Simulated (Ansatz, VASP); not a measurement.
## Pb in VASP and in Ansatz

File INCAR:

```
SYSTEM = Pb
PREC     = Accurate       ! precision mode
ENCUT    = 520            ! plane-wave cutoff, eV
EDIFF    = 1E-6           ! SCF threshold, eV
ISMEAR   = -1             ! smearing method
SIGMA    = 0.1            ! smearing width, eV
LREAL    = .False.        ! projectors in reciprocal space
LASPH    = .True.         ! aspherical terms in the spheres
NELM     = 60             ! most SCF steps
ALGO     = Normal         ! electronic algorithm
ISIF     = 2              ! what is computed and relaxed
LWAVE    = .False.        ! write WAVECAR
LCHARG   = .True.         ! write CHGCAR
GGA      = PE             ! functional
LELF     = .True.         ! ELF
LVHAR    = .True.       
NBANDS   = 13             ! bands
```

Contents of KPOINTS:

```
Automatic mesh
0
Gamma
  15 15 15
  0 0 0
```

POSCAR

```
Pb
1.0
   -1.5094745035      1.5094745035      1.5094745035
    1.5094745035     -1.5094745035      1.5094745035
    1.5094745035      1.5094745035     -1.5094745035
Pb
1
Direct
    0.0000000000      0.0000000000      0.0000000000
```

Input for Ansatz:

```yaml
crystal:
  lattice:
    - [-1.5094745035, 1.5094745035, 1.5094745035]
    - [1.5094745035, -1.5094745035, 1.5094745035]
    - [1.5094745035, 1.5094745035, -1.5094745035]
  atoms:
    - { symbol: Pb, position: [0.0, 0.0, 0.0] }
kpoints:
  mp_grid: { grid: [15, 15, 15] }
scf:
  occupations: { method: fermi_dirac, width: 0.1 }
hamiltonian:
  xc: pbe
  pseudopotentials: { kind: nc }
output:
  forces: true
  stress: true
  eigenvalues: true
```

Change from the starting cell: volume scaled by 0.43, norm-conserving files.

Alike in both runs: task single point; functional PBE; k mesh 15 × 15 × 15; occupations fermi-dirac, width 0.1 eV; no spin polarisation.

|  | VASP | Ansatz |
| --- | --- | --- |
| version | VASP 6.6.1 | Ansatz 0.2.0 |
| potentials or method | VASP PAW PBE potentials, release 64 (Pb_d) | norm-conserving pseudopotentials, scalar-relativistic |
| plane-wave cutoff (eV) | 520 | 850 |
| valence electrons in the cell | 14 | 14 |

|  | VASP | Ansatz | Ansatz less VASP |
| --- | --- | --- | --- |
| pressure (GPa) | 262.5 | 263.7 | +1.26 |

Caveats: the cell as given lies far from equilibrium; so large a pressure means that the cell lies far from this level's equilibrium, or that cutoff or potentials fall short (VASP). Spin-orbit coupling is left out, which matters for the levels of Pb.
